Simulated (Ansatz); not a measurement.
Computed with DFT PBE, scalar-relativistic, plane waves, PAW (Ansatz 0.2.0).

Plane waves to 420 eV, a k mesh through Γ of 10×10×10 on the computed 4-atom cell and Gaussian smearing (0.05 eV); no spin polarisation.

```
CELL_PARAMETERS angstrom
-3.50236 3.50236 2.04612
3.46391 -3.46391 1.91311
3.44736 3.40891 -1.97962
ATOMIC_POSITIONS crystal
Si 0.17843 0.17835 0.36205
Si 0.81638 0.81630 0.63795
Si 0.18504 0.83266 0.00000
Si 0.82016 0.17268 0.00000
```

Q: Is this geometry at equilibrium? Which atom feels the largest force?

A: It isn't. Atom 2 (Si) feels (0.39, 0.39, 0.03) eV/Å, 0.556 eV/Å in size, and symmetry-related atoms feel the same size.

Q: Give all forces and the stress.

A:
| atom | Fx | Fy | Fz |
| --- | --- | --- | --- |
| Si1 | -0.391 | -0.393 | 0.029 |
| Si2 | 0.393 | 0.391 | 0.029 |
| Si3 | -0.138 | 0.138 | -0.317 |
| Si4 | 0.136 | -0.136 | 0.259 |
Stress (GPa, compression positive):
```
-6.27  1.02  0.69
 1.02 -6.27 -0.69
 0.69 -0.69 -5.41
```

This form isn't the element's structure at ambient conditions.